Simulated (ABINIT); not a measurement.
Bi, 1 atom in the cell. The structure is cubic, space group Im-3m (No. 229). The conventional cell has a = 3.963 Å, b = 3.963 Å, c = 3.963 Å, α = 90.00°, β = 90.00°, γ = 90.00°. Around Bi (site symmetry m-3m) lie 8 Bi at 3.43 Å. This isn't the form of Bi at room conditions, which is rhombohedral.

```yaml
Program: ABINIT 10.8.3 (patched build)
Task: equation of state
Functional: revPBE
Potentials_or_basis: JTH PAW PBE v2.0
Cutoff: 408 eV
k_mesh: 9 × 9 × 9
Occupations: fermi-dirac, width 0.05 eV
Spin: no spin polarisation
Fine-grid_cutoff: 816.342 eV
Exchange_and_correlation_inside_the_PAW_spheres: full angular mesh (pawxcdev 0, this build's default; the released program takes 1)
```

Potentials or basis: JTH PAW PBE v2.0.

The run is started by

```bash
$ abinit run.abi > log 2>&1
```

Hardware: 1 thread of Arm Neoverse N1, with other jobs on the host.

How long does it take, and how much memory?

It took 70 s on 1 thread of Arm Neoverse N1 (shared host), peak memory 0.13 GiB. Counts: scf iterations 59, mpi ranks 1, k points 35, bands 12, plane waves 563.
